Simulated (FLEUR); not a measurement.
Runs of FLEUR MaX-R8.1 (later development tree) on SnSe. The structure is orthorhombic, space group Pnma (No. 62). The conventional cell has a = 11.420 Å, b = 4.190 Å, c = 4.460 Å, α = 90.00°, β = 90.00°, γ = 90.00°. Around Sn (site symmetry m) lie 3 Se at 2.69 to 2.83 Å. Around Se (site symmetry m) lie 3 Sn at 2.69 to 2.83 Å. 

| level | gmax | kmax | gap on the mesh (eV) |
| --- | --- | --- | --- |
| LDA (Moruzzi-Janak-Williams) | 13.3 1/bohr | 4.28 1/bohr | (b) |
| revPBE | 11.8 1/bohr | 3.8 1/bohr | 0.57 |
| RPBE | 13.3 1/bohr | 4.28 1/bohr | 0.64 |
| PW91 | 13.3 1/bohr | 4.28 1/bohr | 0.55 |
| LDA exchange alone (X-alpha) | 13.3 1/bohr | 4.28 1/bohr | (a) |

Alike in all rows: task band structure; potentials or basis all-electron, FLAPW; no spin polarisation; cell as given; k mesh 3 × 6 × 6; smearing fermi-dirac 0.05 eV.

Task: Fill in the values left out.

Result: (a) 0.42; (b) 0.47.

Caveats: spin-orbit coupling is left out, which moves the levels of the heavy elements.

A k mesh can miss the band edges, and the runs leave out spin-orbit coupling on Se, Sn.
